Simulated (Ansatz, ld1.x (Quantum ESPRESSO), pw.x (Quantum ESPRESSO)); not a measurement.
# pw.x on fcc Si: one setting changed

Potential: norm-conserving RRKJ (Kleinman–Bylander form), ld1.x (Quantum ESPRESSO) 7.5, PBE; core [Ne], reference 3s2 3p2; waves: 3p (bound): rc 2.25 bohr; 3d channel at 0.15 Ry: rc 1.90 bohr; 3s (bound): rc 1.90 bohr; local part: the s channel; core correction: none.

The reference run (k-mesh 15³, cutoffs 45/180 Ry, Fermi–Dirac 0.01 Ry, mixing_beta 0.4, conv_thr 1e-9, no spin) gives 0.47 GPa at 14.425 Å³/atom, where all-electron LAPW gives 0.32 GPa. This run, with its own iteration cap, changes conv_thr to 0.0001.

```
&control
  calculation='scf', prefix='x', pseudo_dir='./', outdir='./tmp', tstress=.true., disk_io='none'
/
&system
  ibrav=0, nat=1, ntyp=1, ecutwfc=45, ecutrho=180, nbnd=9,
  occupations='smearing', smearing='fd', degauss=0.01
/
&electrons
  conv_thr=0.0001, mixing_beta=0.4, electron_maxstep=50
/
ATOMIC_SPECIES
Si 1.0 Si.UPF
CELL_PARAMETERS angstrom
  0.00000000 1.93209559 1.93209559
  1.93209559 0.00000000 1.93209559
  1.93209559 1.93209559 0.00000000
ATOMIC_POSITIONS crystal
Si 0.0000 0.0000 0.0000
K_POINTS automatic
15 15 15 0 0 0
```

```bash
pw.x < Si.scf.in > Si.scf.out
```

How does the run end?

It converges in 3 iterations; the free energy moves by +0.0 meV/atom and the pressure by -0.04 GPa. The result is that of the reference run.

```
Message from routine setup:
     using ibrav=0 with symmetry is DISCOURAGED, use correct ibrav instead
     lattice parameter (alat)  =       5.1635  a.u.
     unit-cell volume          =      97.3447 (a.u.)^3
     number of electrons       =         4.00
     number of Kohn-Sham states=            9
     kinetic-energy cutoff     =      45.0000  Ry
     charge density cutoff     =     180.0000  Ry
     scf convergence threshold =      1.0E-04
     Exchange-correlation= PBE
     number of k points=   120  Fermi-Dirac smearing, width (Ry)=  0.0100
     iteration #  1     ecut=    45.00 Ry     beta= 0.40
     total energy              =      -7.84107200 Ry
     estimated scf accuracy    <       0.00411466 Ry
     iteration #  2     ecut=    45.00 Ry     beta= 0.40
     total energy              =      -7.84084998 Ry
     estimated scf accuracy    <       0.00130341 Ry
     iteration #  3     ecut=    45.00 Ry     beta= 0.40
     the Fermi energy is    10.8021 ev
!    total energy              =      -7.84088868 Ry
     estimated scf accuracy    <       0.00000295 Ry
     smearing contrib. (-TS)   =      -0.00201496 Ry
     The total energy is F=E-TS. E is the sum of the following terms:
     one-electron contribution =       4.62266056 Ry
     hartree contribution      =       0.03020376 Ry
     xc contribution           =      -2.44583947 Ry
     ewald contribution        =     -10.04589857 Ry
     convergence has been achieved in   3 iterations
          total   stress  (Ry/bohr**3)                   (kbar)     P=        4.32
     Message from routine punch:
     Nothing written, as per user request (disk_io='none')
```

The run took about 3.2 s on one core of a shared host (Neoverse-V2, 96 threads, 742 GiB, load 26).
